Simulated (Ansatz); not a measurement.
In2O3:

```
CELL_PARAMETERS angstrom
2.74350 1.58396 4.83667
-2.74350 1.58396 4.83667
0.00000 -3.16792 4.83667
ATOMIC_POSITIONS crystal
In 0.85731 0.85731 0.85731
In 0.64269 0.64269 0.64269
In 0.14269 0.14269 0.14269
In 0.35731 0.35731 0.35731
O 0.04800 0.75000 0.45200
O 0.75000 0.45200 0.04800
O 0.45200 0.04800 0.75000
O 0.95200 0.25000 0.54800
O 0.25000 0.54800 0.95200
O 0.54800 0.95200 0.25000
```

- Program: Ansatz 0.2.0
- Task: relaxation of cell and atoms
- Functional: BLYP
- Dispersion: D3(BJ)
- Potentials or basis: Ansatz PAW
- Cutoff: 420 eV (not typed: the program's choice for these potentials)
- k mesh: 6 × 6 × 6
- Occupations: fermi-dirac, width 0.05 eV
- Spin: no spin polarisation

At the start: volume 12.61 Å³/atom.

Problem. Where does the relaxation end?

Solution. It ends after 8 steps and the volume is 13.14 Å³/atom (+4.2 %); space group R-3c (No. 167, to 0.05 Å).

The path:
```csv
step,energy change (eV),largest force (eV/Å),volume (Å³)
1,0.0000,0.1188,126.11
2,-0.0893,0.0327,131.56
3,-0.0920,0.0186,131.15
4,-0.0923,0.0065,131.13
5,-0.1238,0.0092,131.13
6,-0.1228,0.0109,131.39
7,-0.1227,0.0065,131.41
8,-0.1242,0.0066,131.41
```

Final structure:
```cif
data_structure
_symmetry_space_group_name_H-M 'P 1'
_symmetry_Int_Tables_number 1
_cell_length_a 5.8496
_cell_length_b 5.8496
_cell_length_c 5.8496
_cell_angle_alpha 56.900
_cell_angle_beta 56.900
_cell_angle_gamma 56.900
_cell_volume 131.41
loop_
_atom_site_label
_atom_site_type_symbol
_atom_site_fract_x
_atom_site_fract_y
_atom_site_fract_z
_atom_site_occupancy
In1 In 0.85817 0.85817 0.85817 1
In2 In 0.64183 0.64183 0.64183 1
In3 In 0.14183 0.14183 0.14183 1
In4 In 0.35817 0.35817 0.35817 1
O1 O 0.04664 0.75000 0.45336 1
O2 O 0.75000 0.45336 0.04664 1
O3 O 0.45336 0.04664 0.75000 1
O4 O 0.95336 0.25000 0.54664 1
O5 O 0.25000 0.54664 0.95336 1
O6 O 0.54664 0.95336 0.25000 1
```

Caveat: the plane-wave basis is chosen anew once the cell has moved, so the energies of steps on either side of that aren't comparable; the pressure holds a Pulay correction of +0.8 GPa for the finite cutoff; the PAW data sets come from PBE, with cores solved anew for the run's functional, which leaves a small shift of forces and pressure.
